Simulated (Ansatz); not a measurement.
Input for Ansatz (plane-wave DFT, PAW):

```yaml
crystal:
  lattice:
    - [2.8948579088, -1.7011061917, -0.4787374799]
    - [2.8948579088, 1.7011061917, -0.4787374799]
    - [-2.97569804, 0.0, 6.1200936778]
  atoms:
    - { symbol: Pb, position: [0.0, 0.0, 0.25] }
    - { symbol: Pb, position: [1.0, 1.0, 0.75] }
basis:
  ecutwfc: 420
kpoints:
  mp_grid: { grid: [14, 14, 8] }
hamiltonian:
  xc: pbe
  dispersion: d3bj
scf:
  occupations: { method: gaussian, width: 0.1 }
output:
  forces: true
  stress: true
  eigenvalues: true
relax:
  adjacent_minimum: "off"
  f_tol: 0.01
  max_steps: 30
  cell: { stress_tol: 0.1, fix: [volume] }
```

Command:
```bash
ansatz run input.yaml --threads 1 --pin off --max-ram 2560MiB --backend cpu --events-out ev --progress --plain --runs-dir out
```

Computed with DFT PBE+D3(BJ), scalar-relativistic, plane waves, PAW (Ansatz).

Part of what the program printed, abridged (iterations and final results):

```
SCF iter   1: F=—  HF=-23813.550197 eV  |F-HF|=—  |Δ(HF+E_count)|=         —  Δρ=6.67e-4  dr2=2.42e-4  ethr=1.77e-3  ⟨swp⟩=5.9  Hψ=36681  notcnv=0
SCF iter   2: F=—  HF=-23813.548397 eV  |F-HF|=—  |Δ(HF+E_count)|=   1.80e-3  Δρ=7.00e-4  dr2=1.57e-4  ethr=8.65e-7  ⟨swp⟩=2.2  Hψ=17248  notcnv=0
SCF iter   3: F=—  HF=-23813.548397 eV  |F-HF|=—  |Δ(HF+E_count)|=   6.34e-7  Δρ=2.93e-4  dr2=3.81e-5  ethr=5.61e-7  ⟨swp⟩=1.0  Hψ=7604  notcnv=0
SCF iter   4: F=—  HF=-23813.548397 eV  |F-HF|=—  |Δ(HF+E_count)|=   1.59e-7  Δρ=1.00e-4  dr2=7.92e-6  ethr=1.36e-7  ⟨swp⟩=2.0  Hψ=11906  notcnv=0
SCF iter   5: F=—  HF=-23813.548397 eV  |F-HF|=—  |Δ(HF+E_count)|=   1.29e-7  Δρ=4.15e-5  dr2=1.28e-6  ethr=2.83e-8  ⟨swp⟩=1.0  Hψ=7604  notcnv=0
SCF iter   6: F=—  HF=-23813.548397 eV  |F-HF|=—  |Δ(HF+E_count)|=   3.98e-7  Δρ=2.16e-5  dr2=1.96e-7  ethr=4.57e-9  ⟨swp⟩=2.5  Hψ=13740  notcnv=0
SCF iter   7: F=-23813.548397 eV  HF=-23813.548397 eV  |F-HF|=5.53e-9  |Δ(HF+E_count)|=   9.71e-8  Δρ=3.35e-6  dr2=5.90e-9  ethr=3.57e-10  ⟨swp⟩=5.8  Hψ=34063  notcnv=0
SCF 1 converged in 7 iterations: F = -23813.548397 eV  dr2 = 5.90e-9
relax step   1: F+E_penalty+E_count = -23813.54839679 eV  Δ(F+E_penalty+E_count) = +0.000e0 eV  max|allowed force component| = 0.000e0 eV/Å  Δτ_max = 0.0000 Å  P = +5.442 GPa  Ω = 55.430 Å³  fix = [volume]  reactions: volume +5.442 GPa (7 SCF iters, dr2 threshold 1.00e-7 eV, accepted)
Initial density: handed on by an earlier stage of this run
Initial wavefunctions: pseudopotential atomic-orbital guess (no wavefunctions were taken with the density)
SCF iter   1: F=—  HF=-23813.548395 eV  |F-HF|=—  |Δ(HF+E_count)|=         —  Δρ=3.29e-6  dr2=5.68e-9  ethr=1.87e-7  ⟨swp⟩=3.6  Hψ=60106  notcnv=0
SCF iter   2: F=—  HF=-23813.548397 eV  |F-HF|=—  |Δ(HF+E_count)|=   1.63e-6  Δρ=1.49e-6  dr2=1.39e-9  ethr=2.03e-11  ⟨swp⟩=2.7  Hψ=15042  notcnv=0
SCF iter   3: F=—  HF=-23813.548397 eV  |F-HF|=—  |Δ(HF+E_count)|=  3.27e-10  Δρ=4.80e-7  dr2=1.18e-10  ethr=4.96e-12  ⟨swp⟩=2.1  Hψ=12834  notcnv=0
SCF iter   4: F=-23813.548397 eV  HF=-23813.548397 eV  |F-HF|=1.46e-11  |Δ(HF+E_count)|=  3.27e-11  Δρ=6.48e-8  dr2=2.77e-12  ethr=1.00e-12  ⟨swp⟩=5.7  Hψ=33687  notcnv=0
SCF 2 converged in 4 iterations: F = -23813.548397 eV  dr2 = 2.77e-12
SCF converged after 4 iterations
Free energy (F): -23813.548397 eV
Harris-Foulkes:  -23813.548397 eV  (|F-HF|=1.46e-11)
Internal energy: -23813.544323 eV  (E = F + TS)
E sigma→0 (E₀):  -23813.546360 eV
Entropy (-TS):   -0.004074 eV (-2.037 meV/atom)
Fermi energy:    12.447945 eV
--- Per-component energies (eV) ---
  E_band       = -36.790942
  E_kinetic    = 581.277151
  E_local      = -1909.708342  (includes V_loc(G=0)·N_el)
  E_nonlocal   = 699.245306
  E_hartree    = 764.721808
  E_xc         = -443.147840
  E_vxc        = -267.155990  (∫ρ·V_xc dr)
  E_paw        = -20811.371132  (= ΣΔE_a)
  E_vpaw       = -669.892731  (= ΣTr[D̂ρ^β])
  E_aug_tail   = 0.000104  (compensation charges beyond the density's cutoff)
  E_ewald      = -2693.662677
  E_disp       = -0.898700  (pairwise vdW)
  E_smearing   = -0.004074  (= −TS)
--- Forces (eV/Å), atoms counted from 1 ---
  atom   1  Pb     0.00000000     0.00000000     0.00000000
  atom   2  Pb     0.00000000     0.00000000     0.00000000
--- Stress (GPa, compression-positive) ---
        5.517162       0.000000      -0.001826
        0.000000       5.349161       0.000000
       -0.001826       0.000000       5.458790
  P = ⅓ Tr σ = 5.4417 GPa (54.417 kbar)
--- Band table (eV; the first three rows and the last of 429) ---
  k-point 0: bands = ["-4.8531", "-4.8003", "-4.7987", "-4.7914", "-4.7878", "-4.7795", "-4.6163", "-4.6096", "-4.4421", "-4.4386", "-0.0306", "4.1483", "7.6860", "18.4306", "18.5233", "20.4824", "20.5182", "20.5355"]
  k-point 1: bands = ["-4.8498", "-4.7998", "-4.7914", "-4.7850", "-4.7845", "-4.7761", "-4.6168", "-4.6104", "-4.4528", "-4.4496", "0.0517", "3.7188", "8.2877", "18.4969", "18.5872", "19.4426", "20.4117", "20.4299"]
  k-point 2: bands = ["-4.8407", "-4.8014", "-4.7754", "-4.7736", "-4.7674", "-4.7670", "-4.6151", "-4.6099", "-4.4825", "-4.4801", "0.2996", "2.8769", "9.6444", "17.4374", "18.6888", "18.7723", "20.1310", "20.1604"]
  k-point 428: bands = ["-4.8896", "-4.8896", "-4.7583", "-4.7583", "-4.6124", "-4.6124", "-4.5543", "-4.5543", "-4.4266", "-4.4266", "4.5022", "4.5022", "9.6996", "9.6996", "13.5348", "13.5348", "15.9847", "15.9847"]
--- Relaxed structure (1 steps of the walk, 1 accepted, 1 SCFs on fresh bases) ---
  F+E_penalty+E_count = -23813.54839680 eV   max|allowed force component| = 1.010e-28 eV/Å   (the final SCF, on the basis selected at the relaxed cell)
  cell:  # Å, volume = 55.4296 Å³
    - [2.8948579088, -1.7011061917, -0.4787374799]
    - [2.8948579088, 1.7011061917, -0.4787374799]
    - [-2.97569804, 0.0, 6.1200936778]
  atoms:
    - { symbol: Pb, position: [0.0, 0.0, 0.24999999] }
    - { symbol: Pb, position: [1.0, 1.0, 0.74999999] }
```

The relaxation met its thresholds.

It took 44 s on 1 thread of Arm Neoverse V1, with other jobs on the host, peak memory 0.62 GiB.

Spin–orbit coupling is left out, which can shift energies with elements as heavy as these.